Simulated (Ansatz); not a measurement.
**Structure search for F**

These are results of DFT PBE+D3(BJ), scalar-relativistic, plane waves, PAW in Ansatz 0.2.0, not measurements. All cells share a 420 eV cutoff and Γ-centred k meshes spaced at most about 0.3 Å⁻¹ (2π included). No spin polarisation.

Energies count from the standard state of F at the same level (the diatomic molecule).

All energies are static (0 K, no zero-point motion). Larger cells and other orderings weren't all tried, so the list isn't exhaustive. Kohn–Sham gaps at this level usually fall short of measured ones.

Invented guesses and database cells were relaxed alike, and ends that match in structure were merged. ΔE counts from the first row. Coordination counts all near atoms (those within 1.25 times the shortest such distance or 1.15 times the sum of covalent radii; the shortest distance is added where it is long for a bond). The ends were matched against large subsets of the Crystallography Open Database and the Materials Project, so a missing match doesn't prove that a structure is unreported.

```
#                                        reached from  type and space group  atoms  Å³/atom    coordination  ΔE (meV/atom)  gap on mesh (eV)  in databases
1                               a measured cell (COD)         C2/c (No. 15)      4     17.3  F 1 from 1.4 Å              0              3.00           COD
2                               a measured cell (COD)         C2/m (No. 12)      4     17.5  F 1 from 1.4 Å              1              2.85           COD
3  a relaxed cell, shaken at random and relaxed again           P-1 (No. 2)      8     18.1  F 1 from 1.4 Å              3              3.16      no match
```

The first two are tied within the noise. The first: Space group C2/c (No. 15), monoclinic, a = 5.761 Å, b = 3.526 Å, c = 6.890 Å, β = 98.2°. F has 1 F at 1.42 Å. Its energy over the standard state is −0.043 eV/atom. It is a structure that the Crystallography Open Database (COD) lists. Another listed form, in C2/m, lies only 1 meV/atom higher, within the functional's error.

```cif
data_structure
_symmetry_space_group_name_H-M 'C2/c'
_symmetry_Int_Tables_number 15
_cell_length_a 5.7614
_cell_length_b 3.5264
_cell_length_c 6.8905
_cell_angle_alpha 90.000
_cell_angle_beta 98.205
_cell_angle_gamma 90.000
_cell_volume 138.56
loop_
_atom_site_label
_atom_site_type_symbol
_atom_site_symmetry_multiplicity
_atom_site_Wyckoff_symbol
_atom_site_fract_x
_atom_site_fract_y
_atom_site_fract_z
_atom_site_occupancy
F1 F 8 f 0.75728 0.83333 0.09428 1
```

The second: Space group C2/m (No. 12), monoclinic, a = 5.881 Å, b = 3.387 Å, c = 7.382 Å, β = 108.1°. F on its first site has 1 F at 1.42 Å; around F on its second site lies 1 F at 1.42 Å. Counting all near atoms, the first and the second both have F 1 from 1.4 Å. Cells relaxed within their symmetry can be saddle points.

```cif
data_structure
_symmetry_space_group_name_H-M 'C2/m'
_symmetry_Int_Tables_number 12
_cell_length_a 5.8806
_cell_length_b 3.3868
_cell_length_c 7.3820
_cell_angle_alpha 90.000
_cell_angle_beta 108.050
_cell_angle_gamma 90.000
_cell_volume 139.79
loop_
_atom_site_label
_atom_site_type_symbol
_atom_site_symmetry_multiplicity
_atom_site_Wyckoff_symbol
_atom_site_fract_x
_atom_site_fract_y
_atom_site_fract_z
_atom_site_occupancy
F1 F 4 i 0.57798 0.50000 0.09491 1
F2 F 4 i 0.99951 0.50000 0.59579 1
```
